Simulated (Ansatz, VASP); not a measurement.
## Two plane-wave programs on Li2S

```
S Li
1.0
     0.00000    2.84450    2.84450
     2.84450    0.00000    2.84450
     2.84450    2.84450    0.00000
S Li
1 2
Direct
  0.00000 0.00000 0.00000
  0.75000 0.75000 0.75000
  0.25000 0.25000 0.25000
```

Alike in both runs: task single point; functional PBE; k mesh 8 × 8 × 8; occupations fermi-dirac, width 0.05 eV; no spin polarisation.

|  | VASP | Ansatz |
| --- | --- | --- |
| version | VASP 6.6.1 | Ansatz 0.2.0 |
| potentials or method | VASP PAW PBE potentials, release 64 (S, Li_sv) | Ansatz PAW |
| plane-wave cutoff (eV) | 520 | 420 |
| valence electrons in the cell | 12 | 12 |

|  | VASP | Ansatz | Ansatz less VASP |
| --- | --- | --- | --- |
| gap on the k mesh at the Fermi level (eV) | 3.39 | 3.39 | +0.003 |
| least direct gap on the mesh (eV) | 4.30 | 4.29 | -0.010 |

The functional is the same, so the differences come from potentials, cutoffs and numerics.

 A k mesh can miss the band edges.
